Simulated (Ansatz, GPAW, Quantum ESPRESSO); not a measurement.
# Simulated XPS, UPS and emission spectra of NaH, part 8 of 8

What would valence photoemission of NaH look like, and what sets its shape?

Ansatz 0.2.0, Quantum ESPRESSO 7.5 and GPAW 26.7.0; DFT, LDA, plane-wave PAW, default files, scalar-relativistic (the session's first sound run).

So far. Step 4 (Quantum ESPRESSO: self-consistent run): At this level the gap is 3.37 eV on the k-mesh of the self-consistent run, which can miss the band edges. Step 7 (Quantum ESPRESSO: bands): On this path the gap is indirect, 3.36 eV, with the valence top at W and the conduction bottom at L. The least direct gap is 4.26 eV.

## (10) Other settings: scf.mixing.algorithm = "broyden" and scf.mixing.beta = 0.7

This step: DFT, LDA, plane-wave PAW, default files, scalar-relativistic; changed: scf.mixing.algorithm = "broyden", scf.mixing.beta = 0.7 (Ansatz 0.2.0).

Some settings are changed to see whether the read-outs move.

input.yaml reads:

```yaml
crystal:
  lattice:
    - [0.0, 2.44, 2.44]
    - [2.44, 0.0, 2.44]
    - [2.44, 2.44, 0.0]
  atoms:
    - { symbol: Na, position: [0.0, 0.0, 0.0] }
    - { symbol: H, position: [0.5, 0.5, 0.5] }
kpoints:
  mp_grid: { grid: [14, 14, 14] }
scf:
  occupations: { method: fermi_dirac, width: 0.05 }
  n_extra_bands: 8
  mixing: { algorithm: broyden, beta: 0.7 }
hamiltonian:
  xc: lda
  pseudopotentials: { kind: paw }
output:
  forces: true
  stress: true
  dos:
    projected: true
    de: 0.05
    e_range: [-30, 12]
    nscf_kmesh: { grid: [24, 24, 24] }
```

On the command line:

```sh
ansatz run input.yaml --threads 4 --pin off --max-ram 12288MiB --backend cpu --events-out ev --progress --plain --runs-dir out
```

Numbers of over 12 decimals in the logs are rounded to 6 here.

What it wrote:

```text
[...]
Crystal: 2 atoms, lattice volume = 29.054 Å³
Basis set: ecut = 420 eV, 537 PW (Γ)
Bands: 13, of which v1, the nominal top of the filled ones, is band 5 counted from 1 (4 counted from 0)
Symmetry: 48 space group operations
[...]
k-points: 104 of 2744
[...]
SCF iter   1: F=—  HF=-1482.672055 eV  |F-HF|=—  |Δ(HF+E_count)|=         —  Δρ=1.17e-2  dr2=3.15e-2  ethr=1.77e-3  ⟨swp⟩=5.1  Hψ=7589  notcnv=0  defer=120
[...]
SCF iter   5: F=-1482.657637 eV  HF=-1482.657637 eV  |F-HF|=8.41e-11  |Δ(HF+E_count)|=   2.08e-7  Δρ=1.01e-6  dr2=2.21e-10  ethr=1.00e-9  ⟨swp⟩=7.9  Hψ=6171  notcnv=0
SCF 1 converged in 5 iterations: F = -1482.657637 eV  dr2 = 2.21e-10
[...]
SCF converged after 5 iterations
Stability not checked: this state was not tested for a lower state beside it, because the mixer in use, unlike msr1, does not test its closes by its own steps (another_mixer; see scf.mixing.algorithm and scf.lower_state_search)
Free energy (F): -1482.657637 eV
[...]
Internal energy: -1482.657637 eV  (E = F + TS)
E sigma→0 (E₀):  -1482.657637 eV
Fermi energy:    2.300337 eV
[...]
--- Stress (GPa, compression-positive) ---
       -2.611605      -0.000000       0.000000
       -0.000000      -2.611605      -0.000000
        0.000000       0.000000      -2.611605
  P = ⅓ Tr σ = -2.6116 GPa (-26.116 kbar)
--- Band table (eV; the first three rows and the last of 104) ---
  k-point 0: bands = [... 1 lower, -21.6840, -21.6840, -21.6840, -3.1283, 10.6992, 15.5479, 15.5479, 15.5479, ... 4 higher]
  k-point 1: bands = [... 1 lower, -21.6884, -21.6845, -21.6845, -3.0408, 10.4101, 14.1149, 15.1794, 15.1794, ... 4 higher]
  k-point 2: bands = [... 1 lower, -21.7008, -21.6860, -21.6860, -2.7820, 9.5253, 12.7502, 14.6581, 14.6581, ... 4 higher]
  k-point 103: bands = [... 1 lower, -21.7438, -21.7329, -21.7158, 0.5595, 5.8212, 6.6109, 8.4595, 15.9653, ... 4 higher]
```

It took 1.2 s on 4 threads of Intel Xeon Platinum 8488C (Sapphire Rapids), shared host; peak memory 0.36 GiB.

Numbers from this step:

| Property | Result |
| --- | --- |
| free energy | -1482.6576 eV |
| Fermi energy | 2.300 eV |
| pressure | -2.612 GPa |
| gap on the k-mesh | 3.374 eV |
| share of occupied states in no projected shell | 0.0036 of the occupied states in the window |

Simulated valence spectra by photon energy, shown to 13 eV, since a deeper line would dwarf them at some energies; the 100 % can be that line's tail at the edge; this run's widths, added to any smearing of the DOS itself: Gaussian 0.15 eV, Lorentzian 0.05 eV plus 0.08 an eV of depth. The intensity by binding energy, zero at the valence-band maximum; values in % of the maximum within 13 eV:

```tsv
binding energy (eV)	21.2 eV	40.8 eV	1486.7 eV	8047.8 eV
-1	0.756	0.949	6.66	1.97
0	40.3	40.3	23.3	12.8
1	55.5	56.6	95.1	90.0
2	19.0	20.5	95.9	96.9
3	7.51	8.71	67.7	66.7
4	0.826	1.21	14.8	7.74
5	0.263	0.613	11.3	2.96
6	0.143	0.524	11.9	2.37
7	0.0921	0.519	13.1	2.30
8	0.0647	0.550	14.8	2.44
9	0.0481	0.607	17.0	2.69
10	0.0372	0.690	19.8	3.06
11	0.0297	0.802	23.4	3.57
12	-	0.952	28.1	4.24
```

Spectra as before, but with a recipe of its own (widths, and in some runs the light), which changes peak heights and what is resolved: Gaussian 0.15 eV, Lorentzian 0.05 eV plus 0.08 times the binding energy, linear light, analyser at 0°, Fermi edge at 20 K; some photon energies differ too.

The two runs compared:

```tsv
quantity	this run	base run	difference
gap on the k-mesh (eV)	3.3743	3.3743	1.5e-5
```

The gap on the k-mesh moves by 0.00 eV at most against the base run, and the converged energy is the same to the last digits.

## (11) The programs side by side

Same cell, functional and SCF mesh; potentials, basis and cutoffs are each program's own. Levels count from each run's own zero. The LCAO run uses a double-zeta polarised basis, which isn't converged: its levels can miss those of plane waves by tenths of an eV or more, filled ones included.

```tsv
quantity	Ansatz	QE	GPAW	GPAW LCAO
gap on the path (eV)	3.36	3.36	3.37	3.45
```

## (12) Summary of results

```yaml
least_gap_on_the_mesh_and_the_path: 3.36 eV
strongest_listed_peak_within_13_ev_of_the_zero_at_1486p7_ev: 1.6 eV binding, mostly Na 3s
strongest_listed_peak_within_13_ev_of_the_zero_at_21p2_ev: 0.3 eV binding, mostly H 1s
lda_2p7_s_on_4_threads: gap 3.36 eV, highest Al Kα peak within 13 eV at 1.6 eV (Na 3s)
pbesol_1p4_s_on_4_threads: gap 3.52 eV, highest Al Kα peak within 13 eV at 1.5 eV (Na 3s)
qe: gap 3.36 eV, highest Al Kα peak within 13 eV at 1.6 eV (Na 3s)
other_settings_1p2_s_on_4_threads: gap 3.37 eV, highest Al Kα peak within 13 eV at 1.5 eV (Na 3s)
```

What this shows: NaH is an insulator or semiconductor at the base level (gap 3.36 eV), and its valence spectrum changes with photon energy as the shells' cross sections do. At 21.2 eV the valence spectrum has its highest listed peak within 10.8 eV at 0.3 eV (H 1s). At 1486.7 eV the valence spectrum has its highest listed peak within 13 eV at 1.6 eV (Na 3s), and the deeper Na 2p line at 22.3 eV is higher still (without the spin–orbit splitting that a measurement shows). The shell named is the one with most of the intensity, cross sections included, not always the one with most states there. With PBEsol, the gap on the path moves from 3.36 to 3.52 eV. The plane-wave programs agree on the gap on the path to 0.01 eV. At 21.2 eV the area is led by H 1s (98 %), at 8047.8 eV by Na 2p (94 %), a shell that the model's window at 21.2 eV leaves out. These are Kohn–Sham levels; self-energy shifts and satellites are missing. Each run has its own recipe for the spectra (widths, photon energies, in some runs the light), so peak heights and places can differ between runs for that reason too. Semilocal Kohn–Sham gaps are too small as a rule.

[Logs are printed without paths, hosts, clocks, repeated set-up lines and the standing remarks that a program may print on its own settings, such as how far it seeks lower states.]

[Hosts, paths, dates, database ids (printed as entryN), source tags and the programs' standing remarks are cut or masked in the printed files.]

[Maps of the electrostatic potential energy from Ansatz leave out the sawtooth potential of an applied field or a dipole correction, so their vacuum need not be flat; work functions include it.]

[Peak lists hold at most the 14 tallest peaks of each spectrum; further lines can be left out.]
